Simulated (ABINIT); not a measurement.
Runs of ABINIT 10.8.3 (patched build) on SiC. The structure is hexagonal, space group P6_3mc (No. 186). Conventional cell: a = 3.076 Å, b = 3.076 Å, c = 10.071 Å, α = 90.00°, β = 90.00°, γ = 120.00°. Si (site symmetry 3m) has 4 C at 1.88 to 1.89 Å as nearest neighbours. Si (site symmetry 3m) is surrounded by 4 C at 1.88 to 1.89 Å. Around C (site symmetry 3m) lie 4 Si at 1.88 to 1.89 Å. C (site symmetry 3m) is surrounded by 4 Si at 1.88 to 1.89 Å. The cell is a database's computed one.

```csv
task,level,cell,k mesh,cutoff (eV),fine-grid cutoff,cell freedom (optcell),cutoff smearing ecutsm (Ha),optimiser (ionmov),force stop (Ha/bohr),gap on the mesh (eV),pressure (GPa),largest force (eV/Å)
single point,r2SCAN,as given,13 × 13 × 4,626,1224.51 eV,-,-,-,-,2.64,2.0,(a)
band structure,PBEsol,as given,10 × 10 × 3,517,1034.03 eV,-,-,-,-,2.12,0.0,0.01
band structure,BP86,as given,10 × 10 × 3,517,1034.03 eV,-,-,-,-,2.30,4.7,0.01
relaxation of cell and atoms,revPBE,relaxed,10 × 10 × 3,517,1034.03 eV,2,0.5,22,0.0001,(b),0.0,-
```

Alike in all rows: potentials or basis JTH PAW PBE v2.0; no spin polarisation; smearing fermi-dirac 0.05 eV.

Q: Estimate the missing entries.

A: (a) 0.05; (b) 2.24.

Caveats: the PAW data sets were made with another functional, which shifts forces and pressure a little; an odd mesh through Γ misses points on the zone boundary, where band edges often lie (some runs).

Runs at the PBE level aren't shown here.
